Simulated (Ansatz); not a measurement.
**Cu(100) film, 3 layers, adrow N: surface scattering**

Wanted: the relaxed structure and the transmission of Cu(100) film, 3 layers, adrow N.

Method: Ansatz plane-wave DFT, PBE, PAW files; relaxation of the atoms about the surface defect; PAW set soft_1, in the first sound run; inputs show where later runs differ, in Ansatz 0.2.0.

## 1. Set-up

The cell holds 43 atoms: 42 Cu and 1 N. Cell: a = 16.422 Å, b = 2.556 Å, c = 35.786 Å, α = 90.0°, β = 90.0°, γ = 90.0°. It derives from Cu. Vacuum lies along a. The structure's axis is c.

## 2. Relaxing about the defect

The neighbours of the defect are let go while the lead's layers stay on their sites, since a lead must repeat to 0.01 Å.

input.yaml

```yaml
crystal:
  lattice:
    - [16.42244, 0.0, 0.0]
    - [0.0, 2.5561627297, 0.0]
    - [0.0, 0.0, 35.7862782161]
  atoms:
    - { symbol: Cu, position: [0.2740153108, 0.0, 0.0] }
    - { symbol: Cu, position: [0.3840769094, 0.5, 0.0357142857] }
    - { symbol: Cu, position: [0.494138508, 0.0, 0.0] }
    - { symbol: Cu, position: [0.2740153108, 0.0, 0.0714285714] }
    - { symbol: Cu, position: [0.3840769094, 0.5, 0.1071428571] }
    - { symbol: Cu, position: [0.494138508, 0.0, 0.0714285714] }
    - { symbol: Cu, position: [0.2740153108, 0.0, 0.1428571429] }
    - { symbol: Cu, position: [0.3840769094, 0.5, 0.1785714286] }
    - { symbol: Cu, position: [0.494138508, 0.0, 0.1428571429] }
    - { symbol: Cu, position: [0.2740153108, 0.0, 0.2142857143] }
    - { symbol: Cu, position: [0.3840769094, 0.5, 0.25] }
    - { symbol: Cu, position: [0.494138508, 0.0, 0.2142857143] }
    - { symbol: Cu, position: [0.2740153108, 0.0, 0.2857142857] }
    - { symbol: Cu, position: [0.3840769094, 0.5, 0.3214285714] }
    - { symbol: Cu, position: [0.494138508, 0.0, 0.2857142857] }
    - { symbol: Cu, position: [0.2740153108, 0.0, 0.3571428571] }
    - { symbol: Cu, position: [0.3840769094, 0.5, 0.3928571429] }
    - { symbol: Cu, position: [0.494138508, 0.0, 0.3571428571] }
    - { symbol: Cu, position: [0.2740153108, 0.0, 0.4285714286] }
    - { symbol: Cu, position: [0.3840769094, 0.5, 0.4642857143] }
    - { symbol: Cu, position: [0.494138508, 0.0, 0.4285714286] }
    - { symbol: Cu, position: [0.2740153108, 0.0, 0.5] }
    - { symbol: Cu, position: [0.3840769094, 0.5, 0.5357142857] }
    - { symbol: Cu, position: [0.494138508, 0.0, 0.5] }
    - { symbol: Cu, position: [0.2740153108, 0.0, 0.5714285714] }
    - { symbol: Cu, position: [0.3840769094, 0.5, 0.6071428571] }
    - { symbol: Cu, position: [0.494138508, 0.0, 0.5714285714] }
    - { symbol: Cu, position: [0.2740153108, 0.0, 0.6428571429] }
    - { symbol: Cu, position: [0.3840769094, 0.5, 0.6785714286] }
    - { symbol: Cu, position: [0.494138508, 0.0, 0.6428571429] }
    - { symbol: Cu, position: [0.2740153108, 0.0, 0.7142857143] }
    - { symbol: Cu, position: [0.3840769094, 0.5, 0.75] }
    - { symbol: Cu, position: [0.494138508, 0.0, 0.7142857143] }
    - { symbol: Cu, position: [0.2740153108, 0.0, 0.7857142857] }
    - { symbol: Cu, position: [0.3840769094, 0.5, 0.8214285714] }
    - { symbol: Cu, position: [0.494138508, 0.0, 0.7857142857] }
    - { symbol: Cu, position: [0.2740153108, 0.0, 0.8571428571] }
    - { symbol: Cu, position: [0.3840769094, 0.5, 0.8928571429] }
    - { symbol: Cu, position: [0.494138508, 0.0, 0.8571428571] }
    - { symbol: Cu, position: [0.2740153108, 0.0, 0.9285714286] }
    - { symbol: Cu, position: [0.3840769094, 0.5, 0.9642857143] }
    - { symbol: Cu, position: [0.494138508, 0.0, 0.9285714286] }
    - { symbol: "N", position: [0.5501504824, 0.5, 0.5357142857] }
kpoints:
  mp_grid: { grid: [1, 9, 1] }
hamiltonian:
  xc: pbe
  pseudopotentials: { kind: paw, azcp: { folder: soft_1 } }
scf:
  occupations: { method: fermi_dirac, width: 0.1 }
relax:
  f_tol: 0.03
  max_steps: 40
  constraints:
    - { sites: [0, 1, 2, 3, 4, 5, 6, 7, 8, 9, 10, 11, 12, 13, 14, 15, 18, 21, 24, 27, 28, 30, 31, 32, 33, 34, 35, 36, 37, 38, 39, 40, 41] }
```

On the command line:

```console
$ ansatz run input.yaml --threads 8 --pin off --max-ram 15360MiB --backend cpu --events-out ev --progress --plain --runs-dir out
```

Numbers of over 12 decimals in the logs are rounded to 6 here.

Log:

```text
Warning: crystal.symmetry: narrowed to the stabiliser of the relax constraints — unitary ops 4 → 2; lowered at sites 16, 17, 28, 32 (the operations that carried what is held of a site onto what its image site leaves free; the constrained walk keeps no symmetry that its constraints do not admit)
Engine: ansatz 0.2.0, aarch64-unknown-linux-gnu
Pseudopotentials: kind: paw
Pseudopotential: Cu, paw, valence charge 19, recommended cutoff 420 eV (normal), soft_1/Cu.paw.azcp
Pseudopotential: N, paw, valence charge 5, recommended cutoff 420 eV (normal), soft_1/N.paw.azcp
Functional definition: PBE
  parameter kappa = 0.804
  parameter beta = 0.066725
  exchange = pbe_x(kappa = kappa, mu = beta*pi^2/3)
  correlation = pbe_c(beta = beta)
Crystal: 43 atoms, lattice volume = 1502.252 Å³
Basis set: ecut = 420 eV, 29425 PW (Γ), exchange–correlation on 240×36×480 points (8 copies of the dense FFT grid, shifted against one another)
Bands: 482, of which v1, the nominal top of the filled ones, is band 402 counted from 1 (401 counted from 0)
Symmetry: 2 space group operations
k-points: 5 of 9
Non-local potential: Cu, projectors of the file, l = 0: 3, l = 1: 2, l = 2: 3, l = 3: 1
Non-local potential: N, projectors of the file, l = 0: 2, l = 1: 2, l = 2: 1
PAW form: soft (Blöchl's): semilocal exchange-correlation on the pseudo side does not see the compensation charge
PAW one-centre angular grid: Cu, 590 points (default); XC on 64 Gauss nodes
PAW one-centre angular grid: N, 110 points (default); XC on 64 Gauss nodes
Initial density: superposition of atomic densities (neutral atoms: chi_scale 0, normalization atom)
Initial wavefunctions: pseudopotential atomic-orbital guess
Functional: x = pbe(κ = 0.804, μ = 0.219515), c = pbe(β = 0.066725)
SCF iter   1: F=—  HF=-278658.295435 eV  |F-HF|=—  |Δ(HF+E_count)|=         —  Δρ=1.44e-1  dr2=2.09e2  ethr=3.10e-3  ⟨swp⟩=7.6  Hψ=10142  notcnv=0  defer=91
preconditioner: auto → LDOS  [metal: Δε(μ)=0.036 eV  Ē_g=6.983 eV  σ=0.100 eV  W_gap=0.09  n_scr=282 (ndim 8)  ℏωp=20.7 eV  f_vac=0.594  D(μ)=22.25/eV (n_scr^D=130)  β→1.0]
SCF iter   2: F=—  HF=-278836.403532 eV  |F-HF|=—  |Δ(HF+E_count)|=    1.78e2  Δρ=2.75e-1  dr2=6.75e2  ethr=3.10e-3  ⟨swp⟩=4.0  Hψ=7376  notcnv=0  defer=254  recentre
SCF iter   3: F=—  HF=-278627.000699 eV  |F-HF|=—  |Δ(HF+E_count)|=    2.09e2  Δρ=4.06e-2  dr2=3.81e1  ethr=3.10e-3  ⟨swp⟩=4.0  Hψ=6629  notcnv=0  defer=271
SCF iter   4: F=—  HF=-278623.330758 eV  |F-HF|=—  |Δ(HF+E_count)|=    3.67e0  Δρ=1.37e-2  dr2=3.82e0  ethr=3.10e-3  ⟨swp⟩=2.4  Hψ=3959  notcnv=0  defer=275
SCF iter   5: F=—  HF=-278623.229478 eV  |F-HF|=—  |Δ(HF+E_count)|=   1.01e-1  Δρ=3.79e-3  dr2=3.86e-1  ethr=4.76e-4  ⟨swp⟩=2.0  Hψ=4440  notcnv=0  defer=270
SCF iter   6: F=—  HF=-278623.262219 eV  |F-HF|=—  |Δ(HF+E_count)|=   3.27e-2  Δρ=5.36e-3  dr2=4.35e-1  ethr=4.81e-5  ⟨swp⟩=2.4  Hψ=4264  notcnv=0  defer=270
SCF iter   7: F=—  HF=-278623.256921 eV  |F-HF|=—  |Δ(HF+E_count)|=   5.30e-3  Δρ=2.02e-3  dr2=4.84e-2  ethr=4.81e-5  ⟨swp⟩=2.0  Hψ=3143  notcnv=0  defer=270
SCF iter   8: F=—  HF=-278623.259811 eV  |F-HF|=—  |Δ(HF+E_count)|=   2.89e-3  Δρ=7.07e-4  dr2=6.47e-3  ethr=6.03e-6  ⟨swp⟩=2.4  Hψ=3504  notcnv=0  defer=270
SCF iter   9: F=—  HF=-278623.265188 eV  |F-HF|=—  |Δ(HF+E_count)|=   5.38e-3  Δρ=3.78e-4  dr2=1.24e-3  ethr=8.06e-7  ⟨swp⟩=2.0  Hψ=3556  notcnv=0  defer=270
SCF iter  10: F=—  HF=-278623.265415 eV  |F-HF|=—  |Δ(HF+E_count)|=   2.27e-4  Δρ=1.30e-4  dr2=1.94e-4  ethr=1.55e-7  ⟨swp⟩=2.0  Hψ=3720  notcnv=0  defer=270
SCF iter  11: F=—  HF=-278623.265822 eV  |F-HF|=—  |Δ(HF+E_count)|=   4.07e-4  Δρ=5.62e-5  dr2=1.81e-5  ethr=2.41e-8  ⟨swp⟩=2.4  Hψ=3348  notcnv=0  defer=270
SCF iter  12: F=—  HF=-278623.265940 eV  |F-HF|=—  |Δ(HF+E_count)|=   1.19e-4  Δρ=2.70e-5  dr2=7.02e-6  ethr=2.25e-9  ⟨swp⟩=3.8  Hψ=6768  notcnv=0
SCF iter  13: F=-278623.265962 eV  HF=-278623.265956 eV  |F-HF|=5.22e-6  |Δ(HF+E_count)|=   1.62e-5  Δρ=1.60e-5  dr2=2.55e-6  ethr=8.74e-10  ⟨swp⟩=2.4  Hψ=6610  notcnv=0
SCF 1 converged in 13 iterations: F = -278623.265962 eV  dr2 = 2.55e-6
  greatest PAW one-centre occupation: 1.000 electrons in one spin orbital (limit 2), on the Cu atom at site 20 (counted from 0), in its partial waves of l = 0
relax step   1: F+E_penalty+E_count = -278623.26596164 eV  Δ(F+E_penalty+E_count) = +0.000e0 eV  max|allowed force component| = 1.356e0 eV/Å  Δτ_max = 0.0000 Å  (13 SCF iters, dr2 threshold 2.25e-5 eV, accepted)
Initial density: handed on by an earlier stage of this run
Initial wavefunctions: those handed on with the density
iter 1 solved again at ethr=7.62e-6 eV; its pass at ethr=3.10e-3 eV (dr2=6.12e-2 eV) is discarded
SCF iter   1: F=—  HF=-278623.391520 eV  |F-HF|=—  |Δ(HF+E_count)|=         —  Δρ=2.27e-3  dr2=6.06e-2  ethr=7.62e-6  ⟨swp⟩=2.0  Hψ=7332  notcnv=0  defer=265
preconditioner: auto → LDOS  [metal: Δε(μ)=0.028 eV  Ē_g=7.712 eV  σ=0.100 eV  W_gap=0.07  n_scr=282 (ndim 8)  ℏωp=20.7 eV  f_vac=0.595  D(μ)=13.61/eV (n_scr^D=76)  β→1.0]
SCF iter   2: F=—  HF=-278623.384049 eV  |F-HF|=—  |Δ(HF+E_count)|=   7.47e-3  Δρ=1.77e-3  dr2=3.11e-2  ethr=7.55e-6  ⟨swp⟩=3.0  Hψ=4340  notcnv=0  defer=265
SCF iter   3: F=—  HF=-278623.386947 eV  |F-HF|=—  |Δ(HF+E_count)|=   2.90e-3  Δρ=2.16e-3  dr2=4.23e-2  ethr=3.88e-6  ⟨swp⟩=2.0  Hψ=3970  notcnv=0  defer=265
SCF iter   4: F=—  HF=-278623.380452 eV  |F-HF|=—  |Δ(HF+E_count)|=   6.49e-3  Δρ=7.31e-4  dr2=5.02e-3  ethr=3.88e-6  ⟨swp⟩=2.0  Hψ=3932  notcnv=0  defer=265
SCF iter   5: F=—  HF=-278623.379925 eV  |F-HF|=—  |Δ(HF+E_count)|=   5.26e-4  Δρ=2.45e-4  dr2=5.60e-4  ethr=6.26e-7  ⟨swp⟩=2.0  Hψ=4091  notcnv=0  defer=265
SCF iter   6: F=-278623.379861 eV  HF=-278623.379847 eV  |F-HF|=1.36e-5  |Δ(HF+E_count)|=   7.82e-5  Δρ=5.44e-5  dr2=3.54e-5  ethr=1.25e-8  ⟨swp⟩=3.0  Hψ=9699  notcnv=0
SCF 2 converged in 6 iterations: F = -278623.379861 eV  dr2 = 3.54e-5
relax step   2: F+E_penalty+E_count = -278623.37986069 eV  Δ(F+E_penalty+E_count) = -1.139e-1 eV  max|allowed force component| = 1.038e0 eV/Å  Δτ_max = 0.0624 Å  (6 SCF iters, dr2 threshold 1.00e-4 eV, accepted)
SCF iter   1: F=—  HF=-278623.599314 eV  |F-HF|=—  |Δ(HF+E_count)|=         —  Δρ=5.98e-3  dr2=4.62e-1  ethr=4.70e-4  ⟨swp⟩=5.4  Hψ=5564  notcnv=0  defer=265
preconditioner: auto → LDOS  [metal: Δε(μ)=0.028 eV  Ē_g=7.731 eV  σ=0.100 eV  W_gap=0.07  n_scr=282 (ndim 8)  ℏωp=20.7 eV  f_vac=0.595  D(μ)=13.59/eV (n_scr^D=76)  β→1.0]
SCF iter   2: F=—  HF=-278623.516787 eV  |F-HF|=—  |Δ(HF+E_count)|=   8.25e-2  Δρ=3.41e-3  dr2=1.20e-1  ethr=5.76e-5  ⟨swp⟩=2.6  Hψ=5113  notcnv=0  defer=266
[...]
SCF iter   4: F=—  HF=-278623.542259 eV  |F-HF|=—  |Δ(HF+E_count)|=   1.67e-3  Δρ=4.81e-4  dr2=4.38e-3  ethr=2.78e-6  ⟨swp⟩=2.0  Hψ=3056  notcnv=0  defer=266
SCF iter   5: F=—  HF=-278623.541759 eV  |F-HF|=—  |Δ(HF+E_count)|=   4.99e-4  Δρ=2.15e-4  dr2=5.07e-4  ethr=5.46e-7  ⟨swp⟩=2.0  Hψ=3720  notcnv=0  defer=266
SCF iter   6: F=—  HF=-278623.541719 eV  |F-HF|=—  |Δ(HF+E_count)|=   4.02e-5  Δρ=4.64e-5  dr2=2.32e-5  ethr=6.32e-8  ⟨swp⟩=2.2  Hψ=4071  notcnv=0  defer=266
SCF iter   7: F=—  HF=-278623.542037 eV  |F-HF|=—  |Δ(HF+E_count)|=   3.18e-4  Δρ=2.95e-5  dr2=1.04e-5  ethr=2.89e-9  ⟨swp⟩=3.0  Hψ=4427  notcnv=0  defer=264
SCF iter   8: F=—  HF=-278623.542069 eV  |F-HF|=—  |Δ(HF+E_count)|=   3.22e-5  Δρ=2.68e-5  dr2=8.98e-6  ethr=1.29e-9  ⟨swp⟩=2.6  Hψ=3409  notcnv=0  defer=264
SCF iter   9: F=—  HF=-278623.542066 eV  |F-HF|=—  |Δ(HF+E_count)|=   3.63e-6  Δρ=1.24e-5  dr2=2.16e-6  ethr=1.12e-9  ⟨swp⟩=2.0  Hψ=3322  notcnv=0  defer=264
SCF iter  10: F=—  HF=-278623.542066 eV  |F-HF|=—  |Δ(HF+E_count)|=   5.22e-8  Δρ=5.35e-6  dr2=3.83e-7  ethr=2.68e-10  ⟨swp⟩=2.0  Hψ=3380  notcnv=0  defer=264
SCF iter  11: F=—  HF=-278623.542070 eV  |F-HF|=—  |Δ(HF+E_count)|=   4.62e-6  Δρ=2.79e-6  dr2=1.08e-7  ethr=1.25e-11  ⟨swp⟩=4.0  Hψ=7656  notcnv=0
SCF iter  12: F=-278623.542073 eV  HF=-278623.542073 eV  |F-HF|=3.60e-8  |Δ(HF+E_count)|=   2.40e-6  Δρ=1.79e-6  dr2=2.90e-8  ethr=1.25e-11  ⟨swp⟩=4.0  Hψ=7311  notcnv=0
SCF 8 converged in 12 iterations: F = -278623.542073 eV  dr2 = 2.90e-8
relax step   8: F+E_penalty+E_count = -278623.54207292 eV  Δ(F+E_penalty+E_count) = -2.078e-3 eV  max|allowed force component| = 4.755e-3 eV/Å  Δτ_max = 0.0700 Å  (12 SCF iters, accepted)
SCF converged after 12 iterations
Free energy (F): -278623.542073 eV
Harris-Foulkes:  -278623.542073 eV  (|F-HF|=3.60e-8)
Internal energy: -278623.048692 eV  (E = F + TS)
E sigma→0 (E₀):  -278623.295382 eV
Entropy (-TS):   -0.493381 eV (-11.474 meV/atom)
Fermi energy:    2.406730 eV
--- Per-component energies (eV) ---
  E_band       = -26339.426624
  E_kinetic    = 11081.949775
  E_local      = -1004289.151155  (includes V_loc(G=0)·N_el)
  E_nonlocal   = 37539.150439
  E_hartree    = 482212.822059
  E_xc         = -2911.637380
  E_vxc        = -3754.339418  (∫ρ·V_xc dr)
  E_paw        = -76456.540188  (= ΣΔE_a)
  E_vpaw       = -31342.760134  (= ΣTr[D̂ρ^β])
  E_aug_tail   = 0.042142  (compensation charges beyond the density's cutoff)
  E_ewald      = 274200.315616
  E_smearing   = -0.493381  (= −TS)
  E_closure    = 0.000000  (closes the sum)
  Σ components = -278623.542073   (vs F -278623.542073, Δ=0.00e0)
--- Forces (eV/Å), atoms counted from 1 ---
  atom   1  Cu     0.12337248     0.00000000     0.00693088
  atom   2  Cu     0.00039581     0.00000000    -0.00014669
  atom   3  Cu    -0.12383691     0.00000000    -0.00561128
  atom   4  Cu     0.12325821     0.00000000    -0.00679039
  atom   5  Cu     0.00395829     0.00000000     0.00465392
  atom   6  Cu    -0.12367097     0.00000000     0.00524234
  atom   7  Cu     0.12410424     0.00000000    -0.00597654
  atom   8  Cu     0.00376598     0.00000000     0.00144896
  atom   9  Cu    -0.12691444     0.00000000    -0.00227536
  atom  10  Cu     0.12724655     0.00000000     0.01251273
  atom  11  Cu    -0.00424422     0.00000000    -0.01107762
  atom  12  Cu    -0.12292241     0.00000000    -0.00900971
  atom  13  Cu     0.11528640     0.00000000    -0.01773807
  atom  14  Cu    -0.10562125     0.00000000    -0.15734222
  atom  15  Cu    -0.11780412     0.00000000    -0.06522974
  atom  16  Cu    -0.02710457     0.00000000    -0.07999824
  atom  17  Cu     0.00011277     0.00000000     0.00031416
  atom  18  Cu    -0.00039729     0.00000000    -0.00095831
  atom  19  Cu    -0.02666064     0.00000000    -0.07396814
  atom  20  Cu    -0.00050632     0.00000000     0.00020401
  atom  21  Cu     0.00042622     0.00000000    -0.00086379
  atom  22  Cu     0.14834362     0.00000000    -0.01353477
  atom  23  Cu     0.00289741     0.00000000    -0.00081712
  atom  24  Cu    -0.00475467     0.00000000    -0.00058062
  atom  25  Cu     0.15520427     0.00000000     0.00103943
  atom  26  Cu    -0.00117411     0.00000000    -0.00046271
  atom  27  Cu    -0.00376561     0.00000000     0.00129434
  atom  28  Cu     0.03335109     0.00000000     0.07657889
  atom  29  Cu    -0.15946599     0.00000000     0.18793681
  atom  30  Cu    -0.00027319     0.00000000     0.00133493
  atom  31  Cu     0.10671720     0.00000000    -0.00733339
  atom  32  Cu    -0.00320103     0.00000000     0.00932028
  atom  33  Cu    -0.11919616     0.00000000     0.13507804
  atom  34  Cu     0.12063799     0.00000000     0.01154946
  atom  35  Cu    -0.00321971     0.00000000     0.00554161
  atom  36  Cu    -0.12229080     0.00000000     0.00177070
  atom  37  Cu     0.12655034     0.00000000    -0.01261879
  atom  38  Cu     0.00371703     0.00000000    -0.00070566
  atom  39  Cu    -0.12298385     0.00000000     0.00759692
  atom  40  Cu     0.12419512     0.00000000     0.00694932
  atom  41  Cu     0.00378274     0.00000000    -0.00513505
  atom  42  Cu    -0.12660751     0.00000000     0.00134846
  atom  43  N     -0.00061575     0.00000000    -0.00046905
  max |Σ_I F_I| component: 9.23e-5 eV/Å
--- Relaxed structure (8 steps of the walk, 8 accepted, 0 SCFs on fresh bases) ---
  F+E_penalty+E_count = -278623.54207292 eV   max|allowed force component| = 4.755e-3 eV/Å
  atoms:
    - { symbol: Cu, position: [0.274015, 0.0, 1.39534893652402e-11] }
    - { symbol: Cu, position: [0.384077, 0.5, 0.035714] }
    - { symbol: Cu, position: [0.494139, 0.0, 1.39534893652402e-11] }
    - { symbol: Cu, position: [0.274015, 0.0, 0.071429] }
    - { symbol: Cu, position: [0.384077, 0.5, 0.107143] }
    - { symbol: Cu, position: [0.494139, 0.0, 0.071429] }
    - { symbol: Cu, position: [0.274015, 0.0, 0.142857] }
    - { symbol: Cu, position: [0.384077, 0.5, 0.178571] }
    - { symbol: Cu, position: [0.494139, 0.0, 0.142857] }
    - { symbol: Cu, position: [0.274015, 0.0, 0.214286] }
    - { symbol: Cu, position: [0.384077, 0.5, 0.250000] }
    - { symbol: Cu, position: [0.494139, 0.0, 0.214286] }
    - { symbol: Cu, position: [0.274015, 0.0, 0.285714] }
    - { symbol: Cu, position: [0.384077, 0.5, 0.321429] }
    - { symbol: Cu, position: [0.494139, 0.0, 0.285714] }
    - { symbol: Cu, position: [0.274015, 0.0, 0.357143] }
    - { symbol: Cu, position: [0.381736, 0.5, 0.391894] }
    - { symbol: Cu, position: [0.492211, 0.0, 0.356224] }
    - { symbol: Cu, position: [0.274015, 0.0, 0.428571] }
    - { symbol: Cu, position: [0.382136, 0.5, 0.463076] }
    - { symbol: Cu, position: [0.490612, 0.0, 0.425844] }
    - { symbol: Cu, position: [0.274015, 0.0, 0.500000] }
    - { symbol: Cu, position: [0.382928, 0.5, 0.535566] }
    - { symbol: Cu, position: [0.497440, 0.0, 0.495231] }
    - { symbol: Cu, position: [0.274015, 0.0, 0.571429] }
    - { symbol: Cu, position: [0.382517, 0.5, 0.607952] }
    - { symbol: Cu, position: [0.497747, 0.0, 0.575421] }
    - { symbol: Cu, position: [0.274015, 0.0, 0.642857] }
    - { symbol: Cu, position: [0.384077, 0.5, 0.678571] }
    - { symbol: Cu, position: [0.492432, 0.0, 0.644662] }
    - { symbol: Cu, position: [0.274015, 0.0, 0.714286] }
    - { symbol: Cu, position: [0.384077, 0.5, 0.750000] }
    - { symbol: Cu, position: [0.494139, 0.0, 0.714286] }
    - { symbol: Cu, position: [0.274015, 0.0, 0.785714] }
    - { symbol: Cu, position: [0.384077, 0.5, 0.821429] }
    - { symbol: Cu, position: [0.494139, 0.0, 0.785714] }
    - { symbol: Cu, position: [0.274015, 0.0, 0.857143] }
    - { symbol: Cu, position: [0.384077, 0.5, 0.892857] }
    - { symbol: Cu, position: [0.494139, 0.0, 0.857143] }
    - { symbol: Cu, position: [0.274015, 0.0, 0.928571] }
    - { symbol: Cu, position: [0.384077, 0.5, 0.964286] }
    - { symbol: Cu, position: [0.494139, 0.0, 0.928571] }
    - { symbol: N, position: [0.510564, 0.5, 0.535316] }
```

The job ended after 33 min (8 threads of Arm Neoverse N1, shared host; peak memory 9.2 GiB).

This run has no spin polarisation although its electron count is odd.

Step by step:

```tsv
step	energy less that of the first step (eV)	largest force component (eV/Å)
1	0.0000	1.3563
2	-0.1139	1.0382
3	-0.2439	0.3204
4	-0.2604	0.0743
5	-0.2642	0.0585
6	-0.2692	0.0610
7	-0.2740	0.0338
8	-0.2761	0.0048
```

The atoms that moved most (Å):

```tsv
atom	dx	dy	dz	length
N43	-0.650	0.000	-0.014	0.650
Cu24	0.054	0.000	-0.171	0.179
Cu27	0.059	0.000	0.143	0.155
Cu21	-0.058	0.000	-0.098	0.114
Cu30	-0.028	0.000	0.065	0.070
Cu20	-0.032	0.000	-0.043	0.054
Cu17	-0.038	0.000	-0.034	0.052
Cu18	-0.032	0.000	-0.033	0.046
```

This step gave:

```yaml
free_energy: -278623.5421 eV
energy_at_zero_smearing: -278623.2954 eV
fermi_energy: 2.407 eV
```

The largest force component on a free atom ends at 0.0048 eV/Å, under the tolerance of 0.03, after 8 steps.

(Continued in part 2 of 2.)

[Logs are printed without paths, hosts, clocks, repeated set-up lines and the standing remarks that a program may print on its own settings, such as how far it seeks lower states.]

[Hosts, paths, dates, database ids (printed as entryN), source tags and the programs' standing remarks are cut or masked in the printed files.]
